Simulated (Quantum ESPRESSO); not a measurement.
## CuO (Tenorite) in Quantum ESPRESSO: the effect of target pressure

CuO (Tenorite):

```
Cu O
1.0
     2.34465   -1.71340    0.00000
     2.34465    1.71340    0.00000
    -0.86055    0.00000    5.05944
Cu O
2 2
Cartesian
  0.7420 -0.8457 2.5297
  1.1723 0.8457 0.0000
  1.6421 0.2841 3.8133
  2.0724 -0.2841 1.2836
```

Alike in all runs:

| Item | Value |
| --- | --- |
| Program | Quantum ESPRESSO 7.5 |
| Task | relaxation of cell and atoms |
| Functional | PBEsol |
| Potentials or basis | GBRV 1.5 PBEsol |
| Cutoff | 871 eV |
| Density cutoff | 7007 eV |
| k mesh | 6 × 6 × 3 |
| Occupations | fermi-dirac, width 0.05 eV |
| Spin | no spin polarisation |

Each run relaxes the cell or the atoms first.

**Question.** One run gave: relaxed volume 8.36 Å³/atom. Which target pressure did it use?
A. 2 GPa
B. 30 GPa
C. 0 GPa
D. 10 GPa
E. 5 GPa

**Answer.** B.

| target pressure | relaxed volume (Å³/atom) |
| --- | --- |
| 0 GPa | 10.67 |
| 2 GPa | 10.53 |
| 5 GPa | 10.34 |
| 10 GPa | 9.62 |
| 20 GPa | 8.80 |
| 30 GPa | 8.36 |

Caveats: all runs use coarse meshes; the run has no spin polarisation, though such a crystal can be magnetic; the volume moved by over 15 % at a fixed basis, so the end points are rough (some runs).
